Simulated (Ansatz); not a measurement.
**A strain series on GaSb (zincblende): biaxial in x and y, z held**

GaSb (zincblende), relaxed with r2SCAN in the plane-wave code Ansatz, then strained (biaxial in x and y, z held; changes of length per length, axes as in the cell below) with the atoms relaxed again within the symmetry that is left. The symmetry is F-43m (No. 216, cubic); conventional cell a = 6.132 Å, 28.82 Å³ an atom. Around Ga lie 4 Sb at 2.66 Å; around Sb lie 4 Ga at 2.66 Å. The values are computed, spin-unpolarised, and not measurements.

```
Ga Sb
1.0
     0.00000    3.06588    3.06588
     3.06588    0.00000    3.06588
     3.06588    3.06588    0.00000
Ga Sb
1 1
Direct
  0.00000 0.00000 0.00000
  0.25000 0.25000 0.25000
```

Gaps are the least over each mesh (r2SCAN 8×8×8, HSE06 6×6×6 when unstrained) and the special points, which keep their unstrained names; stress is the change from the unstrained cell, compression positive.

```csv
strain (%),"gap, r2SCAN (eV)","gap, HSE06 (eV)","edges, HSE06","in-plane stress, r2SCAN (GPa)","energy rise, r2SCAN (meV/atom)"
-4.15,0.754,1.098,Γ → L,+6.29,42.7
-1.95,0.671,1.051,Γ,+2.66,8.9
0.0,0.414,0.772,Γ,0.00,0.0
```

Task: Estimate the row for a strain of -0.48 %.

Result:
```csv
strain (%),"gap, r2SCAN (eV)","gap, HSE06 (eV)","edges, HSE06","in-plane stress, r2SCAN (GPa)","energy rise, r2SCAN (meV/atom)"
-0.48,0.477,0.840,Γ,+0.61,0.5
```

With HSE06 the edges change from Γ → L (indirect) to Γ (direct) between -4.15 and -1.95 %. With r2SCAN the edges change from Γ → L (indirect) to Γ (direct) between -4.15 and -1.95 %.

Spin-orbit coupling is left out, which matters wherever the heavy atoms make up the band edges.

The meshes of the hybrids are coarse, so their gaps aren't converged to the digits shown.
